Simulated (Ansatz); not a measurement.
## Pb under strains and displacements

Level of theory: Ansatz, DFT PBE, scalar-relativistic, plane waves, PAW.

Plane waves to 420 eV, a k mesh through Γ of 12×12×8 on the computed 2-atom cell and Gaussian smearing (0.10 eV); no spin polarisation.

Reference cell:

```xyz
2
Lattice="3.4800 0.0000 0.0000 -1.7400 3.0138 0.0000 0.0000 0.0000 5.5900" Properties=species:S:1:pos:R:3 pbc="T T T"
Pb    0.0000    2.0092    1.3975
Pb    1.7400    1.0046    4.1925
```

Each variant moves atoms of this cell by the vectors given, if any (Å), and then applies a symmetric strain (tensor components, Cartesian axes). The reference cell isn't relaxed at this level. Energies are per atom at zero smearing, counted from the lowest variant. Pressure is positive in compression.

1. strain (xx yy zz yz xz xy, %) 1.07 1.21 1.91 3.00 -2.34 0.27; moves: Pb1 (0.022, -0.207, 0.138); Pb2 (-0.022, 0.207, -0.138)
2. strain (xx yy zz yz xz xy, %) 4.79 4.75 -1.23 3.65 -2.11 0.03; moves: Pb1 (0.052, 0.030, 0.000); Pb2 (-0.052, -0.030, 0.000)
3. no strain; moves: Pb1 (0.360, 0.102, 0.027)

```csv
result,ΔE (meV/atom),P (GPa),largest force (eV/Å)
A,64.3,3.76,0.99
B,0.0,0.63,0.10
C,14.7,4.33,0.15
```

(1) Which variant gave which result?

Spin–orbit coupling is left out, which can shift energies with elements as heavy as these.

Results:

(1) A is 1, B is 2, C is 3. The pressure falls as the cell grows: from the smallest volume to the largest the variants are 3, 1, 2.

This form isn't the element's structure at ambient conditions.